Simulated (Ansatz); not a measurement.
SnO (P4/nmm)

All numbers below come from DFT PBE, scalar-relativistic, plane waves, PAW (Ansatz 0.2.0).

Settings: cutoff 420 eV, Γ-centred mesh 10×10×8 on the computed 4-atom cell, Gaussian smearing of 0.02 eV; no spin polarisation.

The structure is relaxed at this level of theory with its symmetry kept, and needn't be the ground state of this composition.

Space group P4/nmm (No. 129), tetragonal, a = 3.868 Å, c = 5.068 Å. Sn has 4 O at 2.25 Å; O is surrounded by 4 Sn at 2.25 Å and 4 O at 2.74 Å.

| Property | Result |
| --- | --- |
| Volume per atom | 18.96 Å³ |
| Formation energy from the elements' standard states (uncorrected) | -1.261 eV/atom |
| Kohn–Sham band gap | 0.50 eV, indirect from (-0.052, -0.052, 0.000) to M |
| Orbital (Löwdin) character of the top 1 eV of the valence band | O 2p 42 %, Sn 5s 38 %, Sn 5p 17 % |
| Orbital (Löwdin) character of the lowest 1 eV of the conduction band | Sn 5p 71 %, O 2s 10 %, unprojected 7 % |
| Electron masses at the edge by direction of the standard setting (m_e; one valley, along these axes only; no spin-orbit coupling) | x: 0.26, 0.26; y: 0.26, 0.26; z: 0.45, 0.45 |
| Hole masses at the edge by direction of the standard setting (m_e; one valley, along these axes only; no spin-orbit coupling) | x: 6.2; y: 6.2; z: 0.61 |
| Bader charge by site (e) | Sn (2 in the cell) 1.27, O (2 in the cell) -1.27 |

The cell holds layers, chains or molecules and no dispersion correction was added, so their binding is poorly described.

It comes from a database structure that was distorted and then relaxed. Kohn–Sham gaps at this level usually fall short of measured ones. Löwdin shares on free-atom orbitals overweight diffuse shells in the empty bands.
